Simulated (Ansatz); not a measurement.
The system is CuO.

```
Cu O
1.0
     0.00000    2.11656    2.11656
     2.11656    0.00000    2.11656
     2.11656    2.11656    0.00000
Cu O
1 1
Direct
  0.02950 0.02810 0.90803
  0.47050 0.47190 0.59197
```

The cell comes from a database or a generator and needn't be the stable form of this composition.

```yaml
Program: Ansatz 0.2.0
Task: relaxation of cell and atoms
Functional: PBEsol
Potentials_or_basis: Ansatz PAW
Cutoff: "420 eV (not typed: the program's choice for these potentials)"
k_mesh: 11 × 11 × 11
Occupations: fermi-dirac, width 0.05 eV
Spin: no spin polarisation
Hubbard_terms: Cu d U = 5.3 eV
```

At the start: volume 9.48 Å³/atom.

Problem. Where does the relaxation end?

Solution. It ends after 10 steps and the volume is 9.23 Å³/atom (-2.7 %); space group Fm-3m (No. 225, to 0.05 Å).

The path:
| step | energy change (eV) | largest force (eV/Å) | volume (Å³) |
| --- | --- | --- | --- |
| 1 | 0.0000 | 1.1212 | 18.96 |
| 2 | -0.0547 | 1.0951 | 19.24 |
| 3 | -0.2462 | 0.9896 | 19.51 |
| 4 | -0.4520 | 0.0211 | 18.45 |
| 5 | -0.4571 | 0.0023 | 18.48 |
| 6 | -0.4576 | 0.0005 | 18.46 |
| 7 | -0.4576 | 0.0001 | 18.46 |
| 8 | -0.4553 | 0.0001 | 18.46 |
| 9 | -0.4554 | 0.0001 | 18.45 |
| 10 | -0.4553 | 0.0001 | 18.45 |

Final structure:
```
Cu O
1.0
     0.00000    2.09731    2.09726
     2.09744    0.00000    2.09726
     2.09744    2.09731    0.00000
Cu O
1 1
Cartesian
  2.0974 2.0973 0.0000
  2.0974 2.0973 2.0973
```

Caveat: the electronic state changed during the relaxation; the plane-wave basis is chosen anew once the cell has moved, so the energies of steps on either side of that aren't comparable; the pressure holds a Pulay correction of +0.9 GPa for the finite cutoff; an odd number of electrons without spin polarisation forces a metal; a magnetic or distorted state may lie lower; the run has no spin polarisation, though such a crystal can be magnetic; U without spin polarisation on a metal has little footing; the PAW data sets come from PBE, with cores solved anew for the run's functional, which leaves a small shift of forces and pressure.
